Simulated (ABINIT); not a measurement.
# CuI (Marshite) (F-43m) in ABINIT: single point with PBE

Aim: the single point of CuI (Marshite) with PBE.

Everything below comes from runs of ABINIT 10.8.3 (patched build). Logs are shortened: lines on timing, memory, paths and dates and some standing lists are left out, and cuts for length are marked. The log counts tension as positive stress, the text compression.

### 1 Starting point

Symmetry: F-43m, No. 216, cubic system. The conventional cell has a = 6.063 Å, b = 6.063 Å, c = 6.063 Å, α = 90.00°, β = 90.00°, γ = 90.00°. Around I (site symmetry -43m) lie 4 Cu at 2.63 Å. Around Cu (site symmetry -43m) lie 4 I at 2.63 Å.

### 2 Single point, PBE

run.abi

```
# Pseudopotentials
pp_dirpath "./"
pseudos "I.upf, Cu.upf"

# Structure
acell 3*1.0 Angstrom
rprim
     0.0000000000     3.0315000000     3.0315000000
     3.0315000000     0.0000000000     3.0315000000
     3.0315000000     3.0315000000     0.0000000000
ntypat 2
znucl 53 29
natom 2
typat 1 2
xred
     0.0000000000     0.0000000000     0.0000000000
     0.7500000000     0.7500000000     0.7500000000

# Plane-wave basis
ecut 1251.723767 eV

# k points
kptopt 1
ngkpt 6 6 6
nshiftk 1
shiftk 0.0 0.0 0.0

# Exchange and correlation
ixc 11

# Bands and occupations
nband 17
occopt 3
tsmear 0.00183747

# SCF cycle
nstep 100
tolvrs 1.0e-10

# Output
iomode 3
prtwf 0
prtden 0
prteig 0
prtebands 0
enunit 2
```

Potentials or basis: PseudoDojo NC SR PBE v0.4.1 standard.

Command:

```sh
> mpirun --bind-to none -np 4 abinit run.abi > log 2>&1
```

run.abo:

```text
.Version 10.8.3 of ABINIT
 Symmetries : space group F-4 3 m (#216); Bravais cF (face-center cubic)
================================================================================
 Values of the parameters that define the memory need of the present run
     intxc =       0    ionmov =       0      iscf =       7    lmnmax =       6
     lnmax =       6     mgfft =      50  mpssoang =       3    mqgrid =    3001
     natom =       2  nloc_mem =       1    nspden =       1   nspinor =       1
    nsppol =       1      nsym =      24    n1xccc =    2501    ntypat =       2
    occopt =       3   xclevel =       2
       mpw =        5642          nfft =      125000          nkpt =          16
================================================================================
================================================================================

--------------------------------------------------------------------------------
------------- Echo of variables that govern the present computation ------------
--------------------------------------------------------------------------------
 -outvars: echo values of preprocessed input variables --------
            acell      1.8897261259E+00  1.8897261259E+00  1.8897261259E+00 Bohr
              amu      1.26904470E+02  6.35460000E+01
             ecut      4.60000000E+01 Hartree
           enunit           2
              ixc          11
         kptrlatt        6    0    0      0    6    0      0    0    6
          kptrlen      4.86096717E+01
            natom           2
            nband          17
            ngfft          50      50      50
             nkpt          16
            nstep         100
             nsym          24
           ntypat           2
           occopt           3
           prtden           0
        prtebands           0
           prteig           0
            prtwf           0
            rprim      0.0000000000E+00  3.0315000000E+00  3.0315000000E+00
                       3.0315000000E+00  0.0000000000E+00  3.0315000000E+00
                       3.0315000000E+00  3.0315000000E+00  0.0000000000E+00
          spgroup         216
           tolvrs      1.00000000E-10
           tsmear      1.83747000E-03 Hartree
            typat      1  2
           xangst      0.0000000000E+00  0.0000000000E+00  0.0000000000E+00
                       4.5472500000E+00  4.5472500000E+00  4.5472500000E+00
            xcart      0.0000000000E+00  0.0000000000E+00  0.0000000000E+00
                       8.5930571260E+00  8.5930571260E+00  8.5930571260E+00
             xred      0.0000000000E+00  0.0000000000E+00  0.0000000000E+00
                       7.5000000000E-01  7.5000000000E-01  7.5000000000E-01
            znucl       53.00000   29.00000

================================================================================

 chkinp: Checking input parameters for consistency.

================================================================================
== DATASET  1 ==================================================================

--- !DatasetInfo
iteration_state: {dtset: 1, }
dimensions: {natom: 2, nkpt: 16, mband: 17, nsppol: 1, nspinor: 1, nspden: 1, mpw: 5642, }
cutoff_energies: {ecut:  46.0, pawecutdg:  -1.0, }
electrons: {nelect:   2.60000000E+01, charge:   0.00000000E+00, occopt:   3.00000000E+00, tsmear:   1.83747000E-03, }
meta: {optdriver: 0, ionmov: 0, optcell: 0, iscf: 7, paral_kgb: 0, }
...

 Exchange-correlation functional for the present dataset will be:
  GGA: Perdew-Burke-Ernzerhof functional - ixc=11
  J.P.Perdew, K.Burke, M.Ernzerhof, PRL 77, 3865 (1996)

 Real(R)+Recip(G) space primitive vectors, cartesian coordinates (Bohr,Bohr^-1):
 R(1)=  0.0000000  5.7287048  5.7287048  G(1)= -0.0872798  0.0872798  0.0872798
 R(2)=  5.7287048  0.0000000  5.7287048  G(2)=  0.0872798 -0.0872798  0.0872798
 R(3)=  5.7287048  5.7287048  0.0000000  G(3)=  0.0872798  0.0872798 -0.0872798
 Unit cell volume ucvol=  3.7600993E+02 bohr^3
 Angles (23,13,12)=  6.00000000E+01  6.00000000E+01  6.00000000E+01 degrees

 getcut: wavevector=  0.0000  0.0000  0.0000  ngfft=  50  50  50
         ecut(hartree)=     46.000   => boxcut(ratio)=   2.02222

--- Pseudopotential description ------------------------------------------------
- pspini: atom type   1  psp file is ./I.upf
12 -101130 2 -1 1196                          pspcod,pspxc,lmax,lloc,mmax
     nproj     2     2     2

- pspini: atom type   2  psp file is ./Cu.upf
12 -101130 2 -1 1492                          pspcod,pspxc,lmax,lloc,mmax
     nproj     2     2     2

   1.06161260E+03                                ecore*ucvol(ha*bohr**3)
--------------------------------------------------------------------------------

================================================================================

--- !BeginCycle
iteration_state: {dtset: 1, }
solver: {iscf: 7, nstep: 100, nline: 4, wfoptalg: 0, }
tolerances: {tolvrs: 1.00E-10, }
...

     iter   Etot(hartree)      deltaE(h)  residm     vres2
 ETOT  1  -196.38592780742    -1.964E+02 3.228E-01 2.663E+04
 ETOT  2  -196.53354152373    -1.476E-01 2.196E-01 5.096E+04
 ETOT  3  -201.46043352904    -4.927E+00 1.194E-01 9.361E+03
 ETOT  4  -202.13973576891    -6.793E-01 8.506E-03 3.583E+03
 ETOT  5  -202.36348796917    -2.238E-01 3.468E-03 1.586E+03
 ETOT  6  -202.49441764107    -1.309E-01 1.556E-03 5.005E+02
 ETOT  7  -202.51863598133    -2.422E-02 1.643E-04 3.024E+02
 ETOT  8  -202.54728652063    -2.865E-02 4.428E-04 8.068E+01
 ETOT  9  -202.55467192174    -7.385E-03 4.059E-04 2.391E+01
 ETOT 10  -202.55777355846    -3.102E-03 8.666E-04 8.206E-01
 ETOT 11  -202.55790045833    -1.269E-04 1.006E-04 4.576E-03
 ETOT 12  -202.55789450728     5.951E-06 1.963E-04 4.440E-02
 ETOT 13  -202.55790072428    -6.217E-06 1.828E-05 3.314E-03
 ETOT 14  -202.55790107905    -3.548E-07 3.743E-05 9.500E-04
 ETOT 15  -202.55790120311    -1.241E-07 3.217E-06 8.872E-05
 ETOT 16  -202.55790121772    -1.461E-08 6.987E-06 3.434E-08
 ETOT 17  -202.55790121776    -4.016E-11 5.727E-07 8.182E-09
 ETOT 18  -202.55790121774     2.410E-11 1.291E-06 7.175E-10
 ETOT 19  -202.55790121774    -7.987E-12 1.054E-07 4.524E-11

 At SCF step   19       vres2   =  4.52E-11 < tolvrs=  1.00E-10 =>converged.

 Cartesian components of stress tensor (hartree/bohr^3)
  sigma(1 1)= -1.51386867E-05  sigma(3 2)=  0.00000000E+00
  sigma(2 2)= -1.51386867E-05  sigma(3 1)=  0.00000000E+00
  sigma(3 3)= -1.51386867E-05  sigma(2 1)=  0.00000000E+00

--- !ResultsGS
iteration_state: {dtset: 1, }
comment   : Summary of ground state results
lattice_vectors:
- [  0.0000000,   5.7287048,   5.7287048, ]
- [  5.7287048,   0.0000000,   5.7287048, ]
- [  5.7287048,   5.7287048,   0.0000000, ]
lattice_lengths: [   8.10161,    8.10161,    8.10161, ]
lattice_angles: [ 60.000,  60.000,  60.000, ] # degrees, (23, 13, 12)
lattice_volume:   3.7600993E+02
convergence: {deltae: -7.987E-12, res2:  4.524E-11, residm:  1.054E-07, diffor: null, }
etotal    :  -2.02557901E+02
entropy   :   0.00000000E+00
fermie    :   1.64373999E-01
cartesian_stress_tensor: # hartree/bohr^3
- [ -1.51386867E-05,   0.00000000E+00,   0.00000000E+00, ]
- [  0.00000000E+00,  -1.51386867E-05,   0.00000000E+00, ]
- [  0.00000000E+00,   0.00000000E+00,  -1.51386867E-05, ]
pressure_GPa:   4.4540E-01
xred      :
- [  0.0000E+00,   0.0000E+00,   0.0000E+00,  I]
- [  7.5000E-01,   7.5000E-01,   7.5000E-01, Cu]
cartesian_forces: # hartree/bohr
- [  9.43725846E-29,   9.43725846E-29,  -2.83117754E-28, ]
- [ -9.43725846E-29,  -9.43725846E-29,   2.83117754E-28, ]
force_length_stats: {min:   3.12998454E-28, max:   3.12998454E-28, mean:   3.12998454E-28, }
...

 Integrated electronic density in atomic spheres:
 ------------------------------------------------
 Atom  Sphere_radius  Integrated_density
    1        2.00000          2.83317691
    2        2.00000         17.35079381
================================================================================

 ----iterations are completed or convergence reached----

 Mean square residual over all n,k,spin=   38.819E-11; max=  10.543E-08
 reduced coordinates (array xred) for    2 atoms
       0.000000000000      0.000000000000      0.000000000000
       0.750000000000      0.750000000000      0.750000000000
 rms dE/dt=  1.5232E-27; max dE/dt=  2.1541E-27; dE/dt below (all hartree)
    1       0.000000000000      0.000000000000     -0.000000000000
    2      -0.000000000000     -0.000000000000      0.000000000000

 cartesian coordinates (angstrom) at end:
    1      0.00000000000000     0.00000000000000     0.00000000000000
    2      4.54725000000000     4.54725000000000     4.54725000000000

 cartesian forces (hartree/bohr) at end:
    1      0.00000000000000     0.00000000000000    -0.00000000000000
    2     -0.00000000000000    -0.00000000000000     0.00000000000000
 frms,max,avg= 1.8070974E-28 2.8311775E-28   0.000E+00  0.000E+00  0.000E+00 h/b

 cartesian forces (eV/Angstrom) at end:
    1      0.00000000000000     0.00000000000000    -0.00000000000000
    2     -0.00000000000000    -0.00000000000000     0.00000000000000
 frms,max,avg= 9.2924685E-27 1.4558500E-26   0.000E+00  0.000E+00  0.000E+00 e/A
 length scales=  1.889726125908  1.889726125908  1.889726125908 bohr
              =  1.000000000000  1.000000000000  1.000000000000 angstroms
 Fermi (or HOMO) energy (hartree) =   0.16437   Average Vxc (hartree)=  -0.33457
 Eigenvalues (hartree) for nkpt=  16  k points:
 kpt#   1, nband= 17, wtk=  0.00463, kpt=  0.0000  0.0000  0.0000 (reduced coord)
  -3.95406   -2.38966   -2.38966   -2.38966   -0.37361    0.00854    0.00854    0.00854
   0.07567    0.07567    0.14317    0.14317    0.14317    0.18335    0.32175    0.32175
   0.32175
      occupation numbers for kpt#   1
   2.00000    2.00000    2.00000    2.00000    2.00000    2.00000    2.00000    2.00000
   2.00000    2.00000    1.99998    1.99998    1.99998    0.00007    0.00000    0.00000
   0.00000
 prteigrs : prtvol=0 or 1, do not print more k-points.

 Fermi (or HOMO) energy (eV) =   4.47284   Average Vxc (eV)=  -9.10425
 Eigenvalues (   eV  ) for nkpt=  16  k points:
 kpt#   1, nband= 17, wtk=  0.00463, kpt=  0.0000  0.0000  0.0000 (reduced coord)
-107.59541  -65.02602  -65.02602  -65.02602  -10.16639    0.23237    0.23237    0.23237
   2.05914    2.05914    3.89582    3.89582    3.89582    4.98909    8.75529    8.75529
   8.75529
 prteigrs : prtvol=0 or 1, do not print more k-points.

--- !EnergyTerms
iteration_state     : {dtset: 1, }
comment             : Components of total free energy in Hartree
kinetic             :  9.06614249500159E+01
hartree             :  9.19228732856844E+01
xc                  : -2.73490986417912E+01
Ewald energy        : -9.13430046365284E+01
psp_core            :  2.82336320036765E+00
local_psp           : -2.37543475093979E+02
non_local_psp       : -3.17299842679460E+01
internal            : -2.02557901204176E+02
'-kT*entropy'       : -1.35675446000135E-08
total_energy        : -2.02557901217744E+02
total_energy_eV     : -5.51188128721129E+03
band_energy         : -2.21455993405753E+01
...

 Cartesian components of stress tensor (hartree/bohr^3)
  sigma(1 1)= -1.51386867E-05  sigma(3 2)=  0.00000000E+00
  sigma(2 2)= -1.51386867E-05  sigma(3 1)=  0.00000000E+00
  sigma(3 3)= -1.51386867E-05  sigma(2 1)=  0.00000000E+00

-Cartesian components of stress tensor (GPa)         [Pressure=  4.4540E-01 GPa]
- sigma(1 1)= -4.45395540E-01  sigma(3 2)=  0.00000000E+00
- sigma(2 2)= -4.45395540E-01  sigma(3 1)=  0.00000000E+00
- sigma(3 3)= -4.45395540E-01  sigma(2 1)=  0.00000000E+00

== END DATASET(S) ==============================================================
================================================================================

 -outvars: echo values of variables after computation  --------
            acell      1.8897261259E+00  1.8897261259E+00  1.8897261259E+00 Bohr
           etotal     -2.0255790122E+02
            fcart      9.4372584596E-29  9.4372584596E-29 -2.8311775379E-28
                      -9.4372584596E-29 -9.4372584596E-29  2.8311775379E-28
            rprim      0.0000000000E+00  3.0315000000E+00  3.0315000000E+00
                       3.0315000000E+00  0.0000000000E+00  3.0315000000E+00
                       3.0315000000E+00  3.0315000000E+00  0.0000000000E+00
           strten     -1.5138686696E-05 -1.5138686696E-05 -1.5138686696E-05
                       0.0000000000E+00  0.0000000000E+00  0.0000000000E+00
           xangst      0.0000000000E+00  0.0000000000E+00  0.0000000000E+00
                       4.5472500000E+00  4.5472500000E+00  4.5472500000E+00
             xred      0.0000000000E+00  0.0000000000E+00  0.0000000000E+00
                       7.5000000000E-01  7.5000000000E-01  7.5000000000E-01
 Calculation completed.
```

It took 26 s on 4 MPI ranks of Arm Neoverse V1, shared host; peak memory 0.36 GiB.

Results:

- Free energy: -5511.8813 eV
- Pressure: 0.4 GPa
- Band gap on the k mesh: 1.09 eV, direct
- Valence electrons inside the program's atomic spheres: I 2.83; Cu 17.35

Levels at points of the mesh, in eV from the valence-band top:
```tsv
k point	band 9	band 10	band 11	band 12	band 13	band 14	band 15	band 16	band 17
(0.00, 0.00, 0.00)	-1.84	-1.84	0.00	0.00	0.00	1.09	4.86	4.86	4.86
(0.50, 0.00, 0.00)	-1.80	-1.80	-1.76	-0.71	-0.71	2.12	5.40	5.40	7.41
(0.50, 0.50, 0.00)	-1.86	-1.78	-1.74	-1.48	-1.48	2.69	2.87	9.17	9.81
```

Caveat: spin-orbit coupling is left out, which moves the levels of the heavy elements. As with any semilocal functional, this PBE gap is likely too small.
